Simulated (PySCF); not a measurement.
The system is SH2, in a box.

```xyz
3
Lattice="11.0000 0.0000 0.0000 0.0000 11.0000 0.0000 0.0000 0.0000 10.0000" Properties=species:S:1:pos:R:3 pbc="T T T"
S     6.0574    5.1001    5.3591
H     5.6599    6.3784    5.2776
H     4.9685    4.6636    4.7089
```

Base run:

| Property | Result |
| --- | --- |
| Program | PySCF 2.14.0 |
| Functional | PBEsol |
| Dispersion | D4 |
| Potentials or basis | pob-tzvp-rev2 (all-electron) |
| k mesh | 1 × 1 × 1 |
| Occupations | fixed |
| Spin | no spin polarisation |

Its results: gap between the frontier levels 6.37 eV.

**Question.** The run is repeated on the same cell with these changes: functional from PBEsol to HSE06. What comes out?

**Answer.** Gap between the frontier levels 7.90 eV.

HSE06 gives the wider gap, since exact exchange removes part of the self-interaction.

Caveats: this is a molecule in a periodic box at the Γ point, so its band gap is the HOMO-LUMO gap; the basis of atomic orbitals isn't converged, which shifts pressures, moduli and gaps; this basis is made for solids and lacks diffuse functions, so gaps of a molecule come out too wide by an eV or more; the D4 parameters stored for this functional may belong to another (some runs); this program's HSE differs a little from the usual definition (some runs).

A k mesh can miss the band edges.

Not every run made on this cell is shown here.
